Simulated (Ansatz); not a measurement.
# W: the cost of one run

Computed with Ansatz 0.2.0 (DFT PBE, scalar-relativistic, plane waves, PAW, unless a step's input says otherwise).

2 further runs of the same task are left out: 2 set aside as unsound or not needed.

### 1 The structure to begin with

It takes space group Im-3m (No. 229, cubic). The conventional cell has a = 3.184 Å, b = 3.184 Å, c = 3.184 Å, α = 90.00°, β = 90.00°, γ = 90.00°. W (site symmetry m-3m) is surrounded by 8 W at 2.76 Å.

Coordinates:

```cif
data_structure
_symmetry_space_group_name_H-M 'P 1'
_symmetry_Int_Tables_number 1
_cell_length_a 2.7570
_cell_length_b 2.7570
_cell_length_c 2.7570
_cell_angle_alpha 109.471
_cell_angle_beta 109.471
_cell_angle_gamma 109.471
_cell_volume 16.13
loop_
_atom_site_label
_atom_site_type_symbol
_atom_site_fract_x
_atom_site_fract_y
_atom_site_fract_z
_atom_site_occupancy
W1 W 0.00000 0.00000 0.00000 1
```

This cell was relaxed beforehand with the same method: volume 16.13 Å³/atom, gap on the mesh none (metal).

### 2 Electronic structure at the relaxed geometry

Contents of input.yaml:

```yaml
crystal:
  lattice:
    - [-1.5917776927, 1.5917776927, 1.5917776927]
    - [1.5917776927, -1.5917776927, 1.5917776927]
    - [1.5917776927, 1.5917776927, -1.5917776927]
  atoms:
    - { symbol: W, position: [0.0, 0.0, 0.0] }
basis:
  ecutwfc: 420
kpoints:
  mp_grid: { grid: [18, 18, 18] }
  band_path:
    path:
      - [[0.0, 0.0, 0.0], [0.5, -0.5, 0.5], [0.0, 0.0, 0.5], [0.0, 0.0, 0.0], [0.25, 0.25, 0.25], [0.5, -0.5, 0.5]]
      - [[0.25, 0.25, 0.25], [0.0, 0.0, 0.5]]
    npoints: 14
hamiltonian:
  xc: pbe
scf:
  occupations: { method: gaussian, width: 0.1 }
  n_extra_bands: 6
output:
  forces: true
  stress: true
  eigenvalues: true
  populations: true
  dos: { projected: true, de: 0.02, nscf_kmesh: { grid: [27, 27, 27] } }
  bader: true
```

The run is started by

```console
> ansatz run input.yaml --threads 1 --pin off --max-ram 2560MiB --backend cpu --events-out ev --progress --plain --runs-dir out
```

Q: Estimate wall time and peak memory on 1 thread of Intel Xeon Platinum 8488C (Sapphire Rapids), shared host.

About 17 s, with a peak of 0.39 GiB.
